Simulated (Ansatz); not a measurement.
## Elastic constants of InSb at 35 GPa (stress–strain coefficients): input and output

Theory: Ansatz, DFT PBE, scalar-relativistic, plane waves, PAW.

Launched with:
```bash
ansatz run input.yaml --threads 1 --pin off --max-ram 3072MiB --backend cpu --events-out ev --progress --plain --runs-dir out
```

Input (bare energies are in eV):
```yaml
crystal:
  lattice:
    - [0.0, 2.9211815904, 2.9211815904]
    - [2.9211815904, 0.0, 2.9211815904]
    - [2.9211815904, 2.9211815904, 0.0]
  atoms:
    - { symbol: In, position: [0.0, 0.0, 0.0] }
    - { symbol: Sb, position: [0.75, 0.75, 0.75] }
basis:
  ecutwfc: 420
kpoints:
  mp_grid: { grid: [12, 12, 12] }
hamiltonian:
  xc: pbe
scf:
  occupations: { method: fixed }
output:
  forces: true
  stress: true
  eigenvalues: true
  polarization: {}
elastic:
  mode: relaxed_ion
  stencil: two_point
```

From the output:
```
--- Elastic constants: 2 strain directions × 2 members + reference (group order 24) ---
  dense FFT box of the reference and of every strained cell: 30×30×30
  strains applied: 11, 23; error gains: componentwise 1.00 (the most a stress slope's error grows in a printed constant), spectral 1.73 (1 for all six strains in a standard setting)
  C = ∂σ_k/∂η_j (tension-positive GPa; Voigt order 11 22 33 23 13 12):
       173.440    173.998    173.998     -0.000      0.000      0.000
       173.998    173.440    173.998     -0.000      0.000      0.000
       173.998    173.998    173.440     -0.000      0.000      0.000
        -0.000     -0.000     -0.000      2.336      0.000     -0.000
        -0.000     -0.000      0.000     -0.000      2.336     -0.000
         0.000     -0.000      0.000     -0.000     -0.000      2.336
  reference stress σ⁰ (GPa):    -34.995    -34.995    -34.995     -0.000     -0.000     -0.000
  C* (energy form; C + prestress term) asymmetry max|C*_kj − C*_jk| = 5.684e-14 GPa — a small one proves nothing (zero by symmetry where the batch's group is 432, −43m or m−3m); a large one is finite-difference/SCF noise where every solve ...
  moduli (Voigt/Reuss/Hill, GPa): K = 173.81/173.81/173.81   G = 1.29/-0.85/0.22   E = 0.66   ν = 0.499
  mechanically stable: NO (min eigenvalue of sym C = -0.56 GPa)
  e, the proper piezoelectric tensor (elastic.mode: relaxed_ion; C/m²; rows x y z; Voigt order 11 22 33 23 13 12):
       0.00000   -0.00000   -0.00000   -0.36922    0.00000   -0.00000
      -0.00000   -0.00000   -0.00000   -0.00000   -0.36922   -0.00000
      -0.00000    0.00000    0.00000   -0.00000   -0.00000   -0.36922
  ±, each entry's uncertainty from the finite density of the strings (C/m²), an estimate: the size of the correction for it that the entry includes:
       0.00000    0.00000    0.00000    0.00347    0.00000    0.00000
       0.00000    0.00000    0.00000    0.00000    0.00347    0.00000
       0.00000    0.00000    0.00000    0.00000    0.00000    0.00347
  the group's symmetry takes up to 1.5e-9 C/m² out of the measured responses: error of the strings' finite density and of the mesh across them, as far as it breaks the symmetry (raise kpoints.mp_grid and any string_points); the largest step ...
  strain η (Voigt 11):  stress-route row diagonal C_11 = 173.44 GPa, energy-path curvature d²(F+E_count+ΔE)/dδ²/Ω₀ = 173.45 GPa
         δ    σ_11 (GPa) F (eV) n_scf n_hpsi n_pw
    -2.000e-3     -35.3421      -12080.8078116       9   66030    982   relax 0 steps, max|allowed force component| 5.55e-17 eV/Å
     2.000e-3     -34.6484      -12080.8513665       9   64449    992   relax 0 steps, max|allowed force component| 5.55e-17 eV/Å
  strain η (Voigt 23):  stress-route row diagonal C_44 = 2.34 GPa, energy-path curvature d²(F+E_count+ΔE)/dδ²/Ω₀ = 19.85 GPa
         δ    σ_23 (GPa) F (eV) n_scf n_hpsi n_pw
    -2.000e-3      -0.0047      -12080.8296856       2   48731    985   relax 3 steps, max|allowed force component| 1.10e-6 eV/Å
     2.000e-3       0.0047      -12080.8296856       2   48751    985   relax 3 steps, max|allowed force component| 1.10e-6 eV/Å
--- Formal polarisation (Berry phase): one branch of a lattice of values; only differences between neighbouring runs are physical ---
  axis mesh electronic ionic p = total spread (rad) least overlap resolved gap  δp at fixed H ≤   (phases in cycles; p mod 1; gap in eV; gap and δp judge the states as solved, not the mesh's step, its ...
  b1    12×12×12        0.50000000    11.25000000    11.75000000      0.292539         0.8194        1.6548           5.3e-6
  b2    12×12×12        0.50000000    11.25000000    11.75000000      0.292539         0.8194        1.6548           5.3e-6
  b3    12×12×12        0.50000000    11.25000000    11.75000000      0.292539         0.8194        1.6548           5.3e-6
  quantum along a1:   0.08286438 e/Å² =   132.763376 µC/cm²
  quantum along a2:   0.08286438 e/Å² =   132.763376 µC/cm²
  quantum along a3:   0.08286438 e/Å² =   132.763376 µC/cm²
  P = (  1.37695820,   1.37695820,   1.37695820) e/Å² = ( 2206.130254,  2206.130254,  2206.130254) µC/cm²  (mod the quanta)
```

The run took 2.8 min on 1 thread of Intel(R) Xeon(R) 6975P-C (Granite Rapids) (shared host), peak memory 0.98 GiB.

Spin–orbit coupling is left out, which matters for heavy elements. The real crystal has changed phase below this pressure. The bands were filled as in an insulator; under compression the gap may have closed between mesh points.

As the tensor has a negative eigenvalue, the Reuss and Hill moduli of a polycrystal, and E and ν formed from them, have no physical meaning here.